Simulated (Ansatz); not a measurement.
Relaxed GeO$_{2}$ (alpha-quartz type, space group P3_121):

```
CELL_PARAMETERS angstrom
      5.09349     0.00000     0.00000
     -2.54674     4.41109     0.00000
      0.00000     0.00000     5.76775
ATOMIC_POSITIONS crystal
  Ge 0.45565 0.00000 0.83333
  Ge 0.00000 0.45565 0.16667
  Ge 0.54435 0.54435 0.50000
  O  0.39740 0.29816 0.74186
  O  0.70184 0.09924 0.07519
  O  0.90076 0.60260 0.40853
  O  0.09924 0.70184 0.92481
  O  0.29816 0.39740 0.25814
  O  0.60260 0.90076 0.59147
```

The atoms are displaced by Q × the pattern below (from a DFPT mode at Γ, largest move 1; Q in Å), at fixed cell. It is one choice among 2 degenerate patterns.

```json
[
 {"atom": "Ge1", "x": "0.000", "y": "-0.149", "z": "-0.197"},
 {"atom": "Ge2", "x": "-0.247", "y": "0.280", "z": "0.098"},
 {"atom": "Ge3", "x": "0.247", "y": "0.280", "z": "0.098"},
 {"atom": "O4", "x": "-0.358", "y": "0.068", "z": "0.276"},
 {"atom": "O5", "x": "0.090", "y": "-0.431", "z": "0.319"},
 {"atom": "O6", "x": "-0.567", "y": "-0.570", "z": "-0.595"},
 {"atom": "O7", "x": "0.358", "y": "0.068", "z": "0.276"},
 {"atom": "O8", "x": "0.567", "y": "-0.570", "z": "-0.595"},
 {"atom": "O9", "x": "-0.090", "y": "-0.431", "z": "0.319"}
]
```

The numbers are results of PBE (plane waves to 420 eV, PAW, scalar-relativistic; Ansatz, a first-principles code), not measurements. k mesh 8×8×6 (Γ-centred), Fermi-Dirac smearing 0.05 eV. GeO2 was relaxed with its symmetry unable to fall.

At one point of the scan the forces (eV/Å) are:

```json
[
 {"atom": "Ge1", "Fx": "-0.119", "Fy": "-1.385", "Fz": "-1.828"},
 {"atom": "Ge2", "Fx": "-2.253", "Fy": "2.545", "Fz": "0.600"},
 {"atom": "Ge3", "Fx": "2.361", "Fy": "2.588", "Fz": "1.220"},
 {"atom": "O4", "Fx": "-0.719", "Fy": "0.120", "Fz": "0.576"},
 {"atom": "O5", "Fx": "0.177", "Fy": "-0.934", "Fz": "0.656"},
 {"atom": "O6", "Fx": "-1.121", "Fy": "-1.105", "Fz": "-1.155"},
 {"atom": "O7", "Fx": "0.737", "Fy": "0.157", "Fz": "0.555"},
 {"atom": "O8", "Fx": "1.124", "Fy": "-1.170", "Fz": "-1.268"},
 {"atom": "O9", "Fx": "-0.186", "Fy": "-0.816", "Fz": "0.642"}
]
```

### Question
Which point is it?
(A) Q = -0.030 Å
(B) Q = -0.150 Å
(C) Q = -0.090 Å
(D) Q = -0.120 Å

### Answer
D, Q = -0.120 Å

(For displaced atoms, the force is minus the slope of the energy, and its curvature is a force constant, which sets phonon frequencies.)
